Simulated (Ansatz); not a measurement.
BaO (started from an entry of an open crystallographic database), relaxed with r2SCAN in Ansatz: the symmetry is Fm-3m (No. 225, cubic); a = 5.544 Å in the conventional setting, 21.30 Å³ an atom. Around Ba lie 6 O at 2.77 Å; around O lie 6 Ba at 2.77 Å. The primitive cell holds 2 atoms in 42.60 Å³. Calculated for a static, non-magnetic cell.

Computed values: r2SCAN gives 2.38 eV and r2SCAN0 (25 %) 4.27 eV. HSE06+SOC (4×4×4) gives a least gap of 3.28 eV, direct. r2SCAN's ε∞ is 3.88. On the PBEsol cell (Ω = 41.37 Å³ for two atoms) PBEsol gives ω_TO = 76.3 cm⁻¹, Z* = ±2.777 and ε∞ = 4.281.

(1) Interpolate to r2SCANh, with 10 % exact exchange.

(2) At what wavelength does absorption set in by HSE06+SOC, excitons left aside?

(3) What refractive index and reflectivity at normal incidence follow, below the gap and above the phonons?

(4) Work out the longitudinal frequency.

(5) What static dielectric constant follows from Lyddane-Sachs-Teller, and how strong is the polar coupling 1/ε∞ − 1/ε⁰?

Results:

(1) 2.38 + (4.27 − 2.38) × 0.10/0.25 = 3.14 eV; the run gives 3.12 eV (-0.02 eV against the interpolation).

(2) λ = 1239.84 eV nm/E: 378 nm for the least gap.

(3) n = √3.88 = 1.970; R = ((n − 1)/(n + 1))² = (0.970/2.970)² = 10.7 % a face.

(4) ω_LO² − ω_TO² = 4π Z*² e²/(ε∞ μ Ω), with μ = 137.33×16.00/153.33 = 14.330 u and e² = 14.400 eV Å; √(eV/(u Å²)) is 521.47 cm⁻¹. That gives 1.5e+05 cm⁻², so ω_LO = √(76.3² + 1.5e+05) = 394.1 cm⁻¹; the program prints 394.1.

(5) ε⁰ = ε∞ (ω_LO/ω_TO)² = 4.281 × (394.1/76.3)² = 114.23 (the run: 114.08). 1/ε∞ − 1/ε⁰ = 0.2336 − 0.0088 = 0.2248, the factor that enters the Fröhlich constant.

Only the levels marked +SOC include spin-orbit coupling.

The meshes of the hybrids are coarse, so their gaps aren't converged to the digits shown.
